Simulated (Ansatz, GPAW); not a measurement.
Given: the input of a run of GPAW 26.7.0 (ASE script) on C. 

The input run.py:

```python
from ase.dft.bandgap import bandgap
from ase.io import read, write
from ase.units import GPa
from gpaw import GPAW, PW

atoms = read('POSCAR')

calc = GPAW(mode=PW(800),
            xc='PBE',
            kpts={'size': (13, 13, 13), 'gamma': True},
            occupations={'name': 'methfessel-paxton', 'order': 0, 'width': 0.023},
            nbands=11,
            convergence={'density': 1e-05, 'energy': 1e-05},
            maxiter=150,
            txt='gpaw.txt')
atoms.calc = calc
energy = atoms.get_potential_energy()
forces = atoms.get_forces()
stress = atoms.get_stress()
calc.write('gs.gpw')
write('result.traj', atoms)
print(f'Energy: {energy:.6f} eV')
print('Forces (eV/A):')
print(forces.round(4))
print('Stress (GPa):', (stress / GPa).round(3))
print('Fermi level:', round(calc.get_fermi_level(), 4), 'eV')
print(f'Gap: {bandgap(calc)[0]:.4f} eV, direct: {bandgap(calc, direct=True)[0]:.4f} eV')
```

File POSCAR:

```
C
1.0
    0.0000000000      1.7833700000      1.7833700000
    1.7833700000      0.0000000000      1.7833700000
    1.7833700000      1.7833700000      0.0000000000
C
2
Direct
    0.7500000000      0.7500000000      0.7500000000
    0.5000000000      0.5000000000      0.5000000000
```

Potentials or basis: GPAW PAW data sets (gpaw-data 1.2.1), pw.

Command:

```console
$ OMP_NUM_THREADS=1 python run.py
```

Task: Translate it to Ansatz 0.2.0. Potentials or basis there: all-electron LAPW, scalar-relativistic.

Result: As run (cutoffs and basis follow the program's own potentials, and thresholds, step limits or extra output files can differ):

File input.yaml:

```yaml
crystal:
  lattice:
    - [0.0, 1.78337, 1.78337]
    - [1.78337, 0.0, 1.78337]
    - [1.78337, 1.78337, 0.0]
  atoms:
    - { symbol: C, position: [0.75, 0.75, 0.75] }
    - { symbol: C, position: [0.5, 0.5, 0.5] }
kpoints:
  mp_grid: { grid: [13, 13, 13] }
scf:
  occupations: { method: gaussian, width: 0.023 }
hamiltonian:
  xc: pbe
  pseudopotentials: { kind: all_electron, lapw: { basis_error: 0.001 } }
output:
  forces: true
  stress: true
  eigenvalues: true
```

Potentials or basis: all-electron LAPW, scalar-relativistic.

Run with:

```console
$ ansatz run input.yaml --threads 1 --pin off --max-ram 3072MiB --backend cpu --events-out ev --progress --plain --runs-dir out
```

Both were run:

|  | GPAW | Ansatz |
| --- | --- | --- |
| Pressure | 1.4 GPa | 1.8 GPa |

Where Ansatz's input types no cutoff or centring, it takes its own default and a Γ-centred mesh.

Pressure is positive in compression.
